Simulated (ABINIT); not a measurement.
SnO:

```
CELL_PARAMETERS angstrom
3.81370 0.00000 0.00000
0.00000 3.81370 0.00000
0.00000 0.00000 4.88691
ATOMIC_POSITIONS crystal
Sn 0.50000 0.00000 0.76463
Sn 0.00000 0.50000 0.23537
O 0.00000 0.00000 0.00000
O 0.50000 0.50000 0.00000
```

The cell is a database's computed one.

Base run:

* Program: ABINIT 10.8.3 (patched build)
* Functional: PBE
* Potentials or basis: JTH PAW PBE v2.0
* Cutoff: 626 eV
* k mesh: 4 × 4 × 4
* Occupations: fermi-dirac, width 0.05 eV
* Spin: no spin polarisation

Its results: band gap on the k mesh 0.17 eV, indirect (least direct gap 2.04 eV); pressure 3.2 GPa; largest force 0.383 eV/Å.

Q: The run is repeated on the same cell with these changes: functional from PBE to PBEsol. What comes out?

A: Band gap on the k mesh 0.14 eV, indirect (least direct gap 1.98 eV); pressure -0.9 GPa; largest force 0.092 eV/Å.

PBEsol binds more tightly than PBE, so the same cell stands under less pressure.

Caveats: spin-orbit coupling is left out, which moves the levels of the heavy elements; the PAW data sets were made with another functional, which shifts forces and pressure a little (some runs).

A k mesh can miss the band edges.

Not every run made on this cell is shown here.
